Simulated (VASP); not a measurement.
# SnO (Romarchite) (P4/nmm) in VASP: a series of runs

Aim: see how the results for SnO (Romarchite) move with the level of theory and the settings. Levels: PBE, r2SCAN. Tasks: relaxation of cell and atoms.

All numbers are computed with VASP 6.6.1; they aren't measurements. Logs are shortened: lines on timing, memory, paths and dates and some standing lists are left out, and cuts for length are marked.

## Step 1: Starting point

It takes space group P4/nmm (No. 129, tetragonal). The conventional cell has a = 3.867 Å, b = 3.867 Å, c = 5.035 Å, α = 90.00°, β = 90.00°, γ = 90.00°. Sn (site symmetry 4mm) has 4 O at 2.26 Å as nearest neighbours. O (site symmetry -4m2) is surrounded by 4 Sn at 2.26 Å.

## Step 2: Relaxation of cell and atoms, PBE

INCAR

```
PREC     = Accurate       # precision mode
ENCUT    = 600            # plane-wave cutoff, eV
EDIFF    = 1E-7           # SCF threshold, eV
ISMEAR   = 0              # smearing method
SIGMA    = 0.03           # smearing width, eV
LREAL    = False          # projectors in reciprocal space
LASPH    = True           # aspherical terms in the spheres
NELM     = 80             # most SCF steps
ALGO     = Normal         # electronic algorithm
ISIF     = 3              # what is computed and relaxed
LWAVE    = False          # write WAVECAR
LCHARG   = False          # write CHGCAR
GGA      = PE             # functional
IBRION   = 2              # ionic algorithm
NSW      = 90             # ionic steps
EDIFFG   = -0.005         # ionic threshold
```

KPOINTS

```
regular mesh
0
Gamma
  8 8 6
```

POSCAR

```
SnO                                     
1.0
    3.8671997289      0.0000000000      0.0000000000
    0.0000000000      3.8671997289      0.0000000000
    0.0000000000     -0.0000000000      5.0347751766
  Sn              O             
     2     2
Direct
     0.5000000000000000    0.0000000000000000    0.2309400460632256
     0.0000000000000000    0.5000000000000000    0.7690599539367745
     0.0000000000000000    0.0000000000000000    0.0000000000000000
     0.5000000000000000    0.5000000000000000    0.0000000000000000
```

Potentials or basis: VASP PAW PBE potentials, release 64 (Sn_d, O).

Command:

```
cat potpaw_PBE.64/Sn_d/POTCAR potpaw_PBE.64/O/POTCAR > POTCAR
mpirun -np 1 vasp_std > vasp.out
```

OUTCAR:

```text
PREC = Accurate
   ENCUT = 600
   EDIFF = 1E-7
   ISMEAR = 0
   LREAL = False
   LASPH = True
   NELM = 80
   ISIF = 3
   GGA = PE
   IBRION = 2
   NSW = 90
   EDIFFG = -0.005

 ion  position               nearest neighbor table
   1  0.500  0.000  0.231-   3 2.26   4 2.26   4 2.26   3 2.26   2 3.59   2 3.59   2 3.59   2 3.59

   2  0.000  0.500  0.769-   3 2.26   4 2.26   3 2.26   4 2.26   1 3.59   1 3.59   1 3.59   1 3.59

   3  0.000  0.000  0.000-   1 2.26   2 2.26   2 2.26   1 2.26
   4  0.500  0.500  0.000-   1 2.26   2 2.26   1 2.26   2 2.26

  LATTYP: Found a simple tetragonal cell.
 ALAT       =     3.8671997289
 C/A-ratio  =     1.3019175449

  Lattice vectors:

 A1 = (   3.8671997289,   0.0000000000,   0.0000000000)
 A2 = (   0.0000000000,   3.8671997289,   0.0000000000)
 A3 = (   0.0000000000,   0.0000000000,   5.0347751766)

Analysis of symmetry for initial positions (statically):
=====================================================================
 Subroutine PRICEL returns:
 Original cell was already a primitive cell.

 Routine SETGRP: Setting up the symmetry group for a
 simple tetragonal supercell.

 Subroutine GETGRP returns: Found 16 space group operations
 (whereof  8 operations were pure point group operations)
 out of a pool of 16 trial point group operations.

The static configuration has the point symmetry D_2d.
 The point group associated with its full space group is D_4h.

Analysis of symmetry for dynamics (positions and initial velocities):
=====================================================================
 Subroutine PRICEL returns:
 Original cell was already a primitive cell.

 Routine SETGRP: Setting up the symmetry group for a
 simple tetragonal supercell.

 Subroutine GETGRP returns: Found 16 space group operations
 (whereof  8 operations were pure point group operations)
 out of a pool of 16 trial point group operations.

The dynamic configuration has the point symmetry D_2d.
 The point group associated with its full space group is D_4h.

 Subroutine INISYM returns: Found 16 space group operations
 (whereof  8 operations are pure point group operations),
 and found     1 'primitive' translations

----------------------------------------------------------------------------------------

                                     Primitive cell

  volume of cell :      75.2962

  direct lattice vectors                    reciprocal lattice vectors
     3.867199729  0.000000000  0.000000000     0.258585041  0.000000000  0.000000000
     0.000000000  3.867199729  0.000000000     0.000000000  0.258585041  0.000000000
     0.000000000  0.000000000  5.034775177     0.000000000  0.000000000  0.198618601

  length of vectors
     3.867199729  3.867199729  5.034775177     0.258585041  0.258585041  0.198618601

  position of ions in fractional coordinates (direct lattice)
     0.500000000  0.000000000  0.230940046
     0.000000000  0.500000000  0.769059954
     0.000000000  0.000000000  0.000000000
     0.500000000  0.500000000  0.000000000

  ion indices of the primitive-cell ions
   primitive index   ion index
                 1           1
                 2           2
                 3           3
                 4           4

----------------------------------------------------------------------------------------

 KPOINTS: regular mesh

Automatic generation of k-mesh.
 Grid dimensions read from file:
 generate k-points for:    8    8    6

 Generating k-lattice:

  Cartesian coordinates                     Fractional coordinates (reciprocal lattice)
     0.032323130  0.000000000  0.000000000     0.125000000  0.000000000  0.000000000
     0.000000000  0.032323130  0.000000000     0.000000000  0.125000000  0.000000000
     0.000000000  0.000000000  0.033103100     0.000000000  0.000000000  0.166666667

  Length of vectors
     0.032323130  0.032323130  0.033103100

  Shift w.r.t. Gamma in fractional coordinates (k-lattice)
     0.000000000  0.000000000  0.000000000

 Subroutine IBZKPT returns following result:
 ===========================================

 Found     60 irreducible k-points:

 Following reciprocal coordinates:
            Coordinates               Weight
  0.000000  0.000000  0.000000      1.000000
  0.125000  0.000000  0.000000      4.000000
  0.250000  0.000000  0.000000      4.000000
  0.375000  0.000000  0.000000      4.000000
  0.500000  0.000000  0.000000      2.000000
  0.125000  0.125000  0.000000      4.000000
[... 16 lines left out ...]
  0.375000  0.125000  0.166667     16.000000
  0.500000  0.125000  0.166667      8.000000
 [... further k-points ...]
   k-points           NKPTS =     60   k-points in BZ     NKDIM =     60   number of bands    NBANDS=     24
   number of dos      NEDOS =    301   number of ions     NIONS =      4
   total plane-waves  NPLWV =  40960
   dimension x,y,z NGX =    32 NGY =   32 NGZ =   40
   dimension x,y,z NGXF=    64 NGYF=   64 NGZF=   80
[... 29 lines left out ...]
   EFERMI_NEDOS =   21; number of points for ismear=-14 and -15
   IALGO  =     38    algorithm
   IMIX   =      4    mixing-type and parameters
     AMIX     =   0.40;   BMIX     =  1.00
     AMIX_MAG =   1.60;   BMIX_MAG =  1.00
  volume/ion in A,a.u.               =      18.82       127.03
  Fermi-wavevector in a.u.,A,eV,Ry     =   1.325879  2.505547 23.918414  1.757954
  Thomas-Fermi vector in A             =   2.455307
   LORBIT       =      0    0 simple, 1 ext, 2 COOP (PROOUT), +10 PAW based schemes
   GGA     = PE    functional components
   LHFCALC =     F    Hartree Fock is set to
   AEXX    =    0.0000 exact exchange contribution
   IVDW    =     0    specifies the selected vdW correction
   LEPSILON=     F    determine dielectric tensor
   LRPA    =     F    only Hartree local field effects (RPA)
 conjugate gradient relaxation of ions
 non-spin polarized calculation
 Gauss-broadening in eV      SIGMA  =   0.03
  energy-cutoff  :      600.00
  volume of cell :       75.30
 maximum number of plane-waves:      2548
 NGX is ok and might be reduce to    32
   NGX = 15   NGY = 15   NGZ = 21

 number of electron      39.9999995 magnetization

 Free energy of the ion-electron system (eV)
  ---------------------------------------------------
  ext. energy  EPLUGINS =         0.00000000
  ---------------------------------------------------
  free energy    TOTEN  =       -22.73042645 eV

  energy without entropy =      -22.73042645  energy(sigma->0) =      -22.73042645

 E-fermi :   6.3853     XC(G=0):  -9.8648

 val. band max:        6.2122690340   @ k =   0.0000   0.0000   0.0000
 cond. band min:       6.6494771989   @ k =   0.5000   0.5000   0.0000
 fundamental gap:      0.4372081649
 Fermi energy:         6.3852990255

 k-point     1 :       0.0000    0.0000    0.0000
  band No.  band energies     occupation
      1     -15.5396      2.00000
      2     -15.1805      2.00000
      3     -15.1757      2.00000
      4     -15.1757      2.00000
      5     -15.1468      2.00000
      6     -15.1319      2.00000
[... 16 lines left out ...]
     23      11.0675      0.00000
     24      11.0675      0.00000

 k-point     2 :       0.1250    0.0000    0.0000
  band No.  band energies     occupation
      1     -15.5316      2.00000
      2     -15.1799      2.00000
      3     -15.1734      2.00000
      4     -15.1733      2.00000
      5     -15.1483      2.00000
      6     -15.1289      2.00000
[... 16 lines left out ...]
     23      10.8329      0.00000
     24      11.1583      0.00000

 k-point     3 :       0.2500    0.0000    0.0000
  band No.  band energies     occupation
      1     -15.5091      2.00000
      2     -15.2413      2.00000
      3     -15.1677      2.00000
      4     -15.1658      2.00000
      5     -15.1519      2.00000
      6     -15.1486      2.00000
[... 16 lines left out ...]
     23      10.7891      0.00000
     24      11.3393      0.00000
[... 514 lines left out ...]
 k-point    23 :       0.3750    0.1250    0.1667
  band No.  band energies     occupation
      1     -15.4738      2.00000
      2     -15.3553      2.00000
      3     -15.1688      2.00000
      4     -15.1590      2.00000
      5     -15.1511      2.00000
      6     -15.1420      2.00000
[... 16 lines left out ...]
     23      10.5706      0.00000
     24      11.5759      0.00000

 k-point    24 :       0.5000    0.1250    0.1667
  band No.  band energies     occupation
      1     -15.4260      2.00000
      2     -15.4260      2.00000
      3     -15.1642      2.00000
      4     -15.1642      2.00000
      5     -15.1442      2.00000
      6     -15.1442      2.00000
[... 16 lines left out ...]
     23      11.3049      0.00000
     24      11.3049      0.00000

 [... further k-points ...]

------------------------ aborting loop because EDIFF is reached ----------------------------------------

  FORCE on cell =-STRESS in cart. coord.  units (eV):
  Direction    XX          YY          ZZ          XY          YZ          ZX
  --------------------------------------------------------------------------------------
  -------------------------------------------------------------------------------------
  Total        0.0048687      0.0048687     -0.0062572      0.0000000      0.0000000      0.0000000
  in kB        0.1035980      0.1035980     -0.1331425      0.0000000      0.0000000      0.0000000
  external PRESSURE =       0.0246845 kB  Pullay stress =       0.0000000 kB

 VOLUME and BASIS-vectors are now :
 -----------------------------------------------------------------------------
  energy-cutoff  :      600.00
  volume of cell :       75.30
      direct lattice vectors                 reciprocal lattice vectors
     3.867199729  0.000000000  0.000000000     0.258585041  0.000000000  0.000000000
     0.000000000  3.867199729  0.000000000     0.000000000  0.258585041  0.000000000
     0.000000000  0.000000000  5.034775177     0.000000000  0.000000000  0.198618601

 POSITION                                       TOTAL-FORCE (eV/Angst)
 -----------------------------------------------------------------------------------
      1.93360      0.00000      1.16273         0.000000     -0.000000     -0.000468
      0.00000      1.93360      3.87204        -0.000000      0.000000      0.000468
      0.00000      0.00000      0.00000         0.000000     -0.000000      0.000000
      1.93360      1.93360      0.00000         0.000000      0.000000      0.000000
 -----------------------------------------------------------------------------------
    total drift:                                0.000000     -0.000000     -0.000000

  FREE ENERGIE OF THE ION-ELECTRON SYSTEM (eV)
  ---------------------------------------------------
  free  energy   TOTEN  =       -22.7304264496 eV

  energy  without entropy=      -22.7304264496  energy(sigma->0) =      -22.73042645

 reached required accuracy - stopping structural energy minimisation
```

Wall time 62 s (1 thread of AMD EPYC 9R45 (Zen 5), shared host); peak memory 0.24 GiB.

Results:

* Free energy: -22.7304 eV
* Pressure after relaxing: 0.0 GPa
* Band gap on the k mesh: 0.44 eV, indirect (least direct gap 1.93 eV)

Final structure:
```cif
data_structure
_symmetry_space_group_name_H-M 'P 1'
_symmetry_Int_Tables_number 1
_cell_length_a 3.8672
_cell_length_b 3.8672
_cell_length_c 5.0348
_cell_angle_alpha 90.000
_cell_angle_beta 90.000
_cell_angle_gamma 90.000
_cell_volume 75.30
loop_
_atom_site_label
_atom_site_type_symbol
_atom_site_fract_x
_atom_site_fract_y
_atom_site_fract_z
_atom_site_occupancy
Sn1 Sn 0.50000 0.00000 0.23094 1
Sn2 Sn 0.00000 0.50000 0.76906 1
O1 O 0.00000 0.00000 0.00000 1
O2 O 0.50000 0.50000 0.00000 1
```

Levels at points of the mesh, in eV from the valence-band top:
```csv
k point,band 17,band 18,band 19,band 20,band 21,band 22,band 23,band 24
"(0.00, 0.00, 0.00)",-3.16,-2.87,-2.87,0.00,1.93,4.14,4.86,4.86
"(0.50, 0.00, 0.00)",-4.46,-4.46,-2.37,-2.37,3.05,3.05,5.73,5.73
"(0.50, 0.50, 0.00)",-2.24,-2.24,-1.76,-1.76,0.44,0.44,4.55,4.55
"(0.00, 0.00, 0.50)",-3.21,-2.89,-2.89,-1.96,1.73,3.25,3.25,3.74
"(0.50, 0.00, 0.50)",-4.44,-4.44,-1.55,-1.55,2.49,2.49,5.51,5.51
"(0.50, 0.50, 0.50)",-2.39,-2.39,-2.24,-2.24,2.57,2.57,3.79,3.79
```

Caveat: the relaxation stopped at its first step, so nothing moved; spin-orbit coupling is left out, which moves the levels of the heavy elements. A k mesh can miss the band edges.

## Step 3: Relaxation of cell and atoms, r2SCAN

This run uses another cell than the first one, of 17.46 Å³/atom, 0.928 times its volume.

INCAR

```
SYSTEM = SnO
PREC = Accurate
ENCUT = 600
EDIFF = 1E-6
ISMEAR = 0
SIGMA = 0.03
LREAL = .False.
LASPH = .True.
NELM = 80
ALGO = Normal
ISIF = 3
LWAVE = .False.
LCHARG = .False.
METAGGA = R2SCAN
LMIXTAU = .True.
IBRION = 2
NSW = 90
EDIFFG = -0.01
```

KPOINTS

```
regular mesh
0
Gamma
  8 8 6
  0 0 0
```

POSCAR

```
SnO
1.0
    3.7986000000      0.0000000000      0.0000000000
    0.0000000000      3.7986000000      0.0000000000
    0.0000000000      0.0000000000      4.8408000000
Sn O
2 2
Direct
    0.5000000000      0.0000000000      0.2369000000
    0.0000000000      0.5000000000      0.7631000000
    0.0000000000      0.0000000000      0.0000000000
    0.5000000000      0.5000000000      0.0000000000
```

Potentials or basis: VASP PAW PBE potentials, release 64 (Sn_d, O).

Command:

```
cat potpaw_PBE.64/Sn_d/POTCAR potpaw_PBE.64/O/POTCAR > POTCAR
mpirun -np 1 vasp_std > vasp.out
```

Run time: 32 min. Hardware: 1 thread of AMD EPYC 9R45 (Zen 5), shared host; peak memory 0.24 GiB.

Results (log left out):

```yaml
Free_energy: -66.9112 eV
Relaxed_volume: 17.81 Å³/atom
Relaxed_cell: a = 3.813 Å, b = 3.813 Å, c = 4.900 Å, α = 90.00°, β = 90.00°, γ = 90.00°
Space_group_after_relaxing_to_0.05_Å: P4/nmm (No. 129)
Energy_gained_by_relaxing: 0.9 meV/atom
Ionic_steps: 12
Pressure_after_relaxing: 0.0 GPa
Band_gap_on_the_k_mesh: 0.30 eV, indirect (least direct gap 2.37 eV)
```

Step by step:
| step | energy change (eV) | largest force (eV/Å) | pressure (GPa) | volume (Å³) |
| --- | --- | --- | --- | --- |
| 1 | 0.0000 | 0.1394 | 1.18 | 69.85 |
| 2 | 0.0004 | 0.2551 | -1.07 | 71.16 |
| 3 | -0.0028 | 0.0548 | 0.09 | 70.48 |
| 4 | -0.0031 | 0.0321 | 0.04 | 70.60 |
| 5 | -0.0032 | 0.0173 | 0.02 | 70.70 |
| 6 | -0.0032 | 0.0120 | -0.01 | 70.89 |
| 7 | -0.0032 | 0.0060 | 0.01 | 70.79 |
| 8 | -0.0034 | 0.0007 | 0.04 | 70.86 |
| 9 | -0.0036 | 0.0147 | 0.09 | 71.09 |
| 10 | -0.0036 | 0.0179 | 0.11 | 71.14 |
| 11 | -0.0034 | 0.0599 | -0.29 | 71.48 |
| 12 | -0.0037 | 0.0013 | 0.01 | 71.23 |

Final structure:
```cif
data_structure
_symmetry_space_group_name_H-M 'P 1'
_symmetry_Int_Tables_number 1
_cell_length_a 3.8126
_cell_length_b 3.8126
_cell_length_c 4.9000
_cell_angle_alpha 90.000
_cell_angle_beta 90.000
_cell_angle_gamma 90.000
_cell_volume 71.23
loop_
_atom_site_label
_atom_site_type_symbol
_atom_site_fract_x
_atom_site_fract_y
_atom_site_fract_z
_atom_site_occupancy
Sn1 Sn 0.50000 0.00000 0.23501 1
Sn2 Sn 0.00000 0.50000 0.76499 1
O1 O 0.00000 0.00000 0.00000 1
O2 O 0.50000 0.50000 0.00000 1
```

Levels at points of the mesh, in eV from the valence-band top:
| k point | band 16 | band 17 | band 18 | band 19 | band 20 | band 21 | band 22 | band 23 | band 24 |
| --- | --- | --- | --- | --- | --- | --- | --- | --- | --- |
| (0.00, 0.00, 0.00) | -6.65 | -3.84 | -3.53 | -3.53 | 0.00 | 2.37 | 4.49 | 4.94 | 4.94 |
| (0.50, 0.00, 0.00) | -5.36 | -5.21 | -5.21 | -2.90 | -2.90 | 3.41 | 3.41 | 6.22 | 6.22 |
| (0.50, 0.50, 0.00) | -5.50 | -2.86 | -2.86 | -2.09 | -2.09 | 0.30 | 0.30 | 4.75 | 4.75 |
| (0.00, 0.00, 0.50) | -3.90 | -3.55 | -3.55 | -3.18 | -2.50 | 1.99 | 3.22 | 3.22 | 3.85 |
| (0.50, 0.00, 0.50) | -5.78 | -5.18 | -5.18 | -1.97 | -1.97 | 2.74 | 2.74 | 5.74 | 5.74 |
| (0.50, 0.50, 0.50) | -5.90 | -2.86 | -2.86 | -2.82 | -2.82 | 2.53 | 2.53 | 4.28 | 4.28 |

Caveat: the PAW data sets were made with another functional, which shifts forces and pressure a little; spin-orbit coupling is left out, which moves the levels of the heavy elements.

## Step 4: Relaxation of cell and atoms, r2SCAN

This run uses another cell than the first one, of 17.81 Å³/atom, 0.946 times its volume.

Changes to INCAR since step 3:

```diff
@@ -3,3 +3,3 @@
 ENCUT = 600
-EDIFF = 1E-6
+EDIFF = 1E-7
 ISMEAR = 0
@@ -17,2 +17,2 @@
 NSW = 90
-EDIFFG = -0.01
+EDIFFG = -0.005
```

KPOINTS is that of step 3.

POSCAR

```
SnO                                     
1.0
    3.8125868993      0.0000000000      0.0000000000
    0.0000000000      3.8125868993     -0.0000000000
    0.0000000000      0.0000000000      4.9000254633
  Sn              O             
     2     2
Direct
     0.5000000000000000    0.0000000000000000    0.2350104910545352
     0.0000000000000000    0.5000000000000000    0.7649895089454648
     0.0000000000000000    0.0000000000000000    1.0000000000000000
     0.5000000000000000    0.5000000000000000    0.0000000000000000
```

Command:

```
cat potpaw_PBE.64/Sn_d/POTCAR potpaw_PBE.64/O/POTCAR > POTCAR
mpirun -np 1 vasp_std > vasp.out
```

It took 5.4 min on 1 thread of AMD EPYC 9R45 (Zen 5), shared host; peak memory 0.23 GiB.

It converged, with:

```yaml
Free_energy: -66.9133 eV
Pressure_after_relaxing: 0.0 GPa
Band_gap_on_the_k_mesh: 0.30 eV, indirect (least direct gap 2.37 eV)
```

Final structure:
```cif
data_structure
_symmetry_space_group_name_H-M 'P 1'
_symmetry_Int_Tables_number 1
_cell_length_a 3.8126
_cell_length_b 3.8126
_cell_length_c 4.9000
_cell_angle_alpha 90.000
_cell_angle_beta 90.000
_cell_angle_gamma 90.000
_cell_volume 71.23
loop_
_atom_site_label
_atom_site_type_symbol
_atom_site_fract_x
_atom_site_fract_y
_atom_site_fract_z
_atom_site_occupancy
Sn1 Sn 0.50000 0.00000 0.23501 1
Sn2 Sn 0.00000 0.50000 0.76499 1
O1 O 0.00000 0.00000 0.00000 1
O2 O 0.50000 0.50000 0.00000 1
```

Levels at points of the mesh, in eV from the valence-band top:
| k point | band 16 | band 17 | band 18 | band 19 | band 20 | band 21 | band 22 | band 23 | band 24 |
| --- | --- | --- | --- | --- | --- | --- | --- | --- | --- |
| (0.00, 0.00, 0.00) | -6.65 | -3.84 | -3.53 | -3.53 | 0.00 | 2.37 | 4.49 | 4.94 | 4.94 |
| (0.50, 0.00, 0.00) | -5.36 | -5.21 | -5.21 | -2.90 | -2.90 | 3.41 | 3.41 | 6.27 | 6.27 |
| (0.50, 0.50, 0.00) | -5.50 | -2.86 | -2.86 | -2.09 | -2.09 | 0.30 | 0.30 | 4.75 | 4.75 |
| (0.00, 0.00, 0.50) | -3.90 | -3.55 | -3.55 | -3.18 | -2.50 | 1.99 | 3.22 | 3.22 | 3.85 |
| (0.50, 0.00, 0.50) | -5.78 | -5.18 | -5.18 | -1.97 | -1.97 | 2.74 | 2.74 | 5.74 | 5.74 |
| (0.50, 0.50, 0.50) | -5.90 | -2.86 | -2.86 | -2.82 | -2.82 | 2.53 | 2.53 | 4.28 | 4.28 |

Caveat: the relaxation stopped at its first step, so nothing moved; the PAW data sets were made with another functional, which shifts forces and pressure a little; spin-orbit coupling is left out, which moves the levels of the heavy elements. r2SCAN opens gaps a little over a GGA but as a rule still falls short of measured ones.
